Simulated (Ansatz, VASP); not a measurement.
AlN in VASP and in Ansatz

```
Al N
1.0
     3.05770    0.00000    0.00000
    -1.52885    2.64805    0.00000
     0.00000    0.00000    4.35040
Al N
2 2
Direct
  0.33333 0.66667 0.98087
  0.66667 0.33333 0.48087
  0.33333 0.66667 0.40413
  0.66667 0.33333 0.90413
```

Alike in both runs: functional LDA; k mesh 9 × 9 × 6; occupations gaussian, width 0.05 eV; no spin polarisation.

Ansatz relaxed the structure, and its values are those at the end. VASP's run is a single point on that final structure, the one shown.

|  | VASP | Ansatz |
| --- | --- | --- |
| version | VASP 6.6.1 | Ansatz 0.2.0 |
| potentials or method | VASP PAW LDA potentials, release 64 (Al, N) | scalar-relativistic, plane waves, PAW |
| plane-wave cutoff (eV) | 520 | 520 |
| valence electrons in the cell | 16 | 16 |

|  | VASP | Ansatz | Ansatz less VASP |
| --- | --- | --- | --- |
| gap on the k mesh at the Fermi level (eV) | 4.67 | 4.68 | +0.016 |
| least direct gap on the mesh (eV) | 4.75 | 4.74 | -0.011 |
| rms of the force components (eV/Å) | 0.005 | 0.003 | -0.0014 |

Ansatz warned: «pseudo_functional_mismatch».

Caveats: an odd mesh through Γ misses points on the zone boundary, where band edges often lie. As with any semilocal functional, this LDA gap is likely too small.
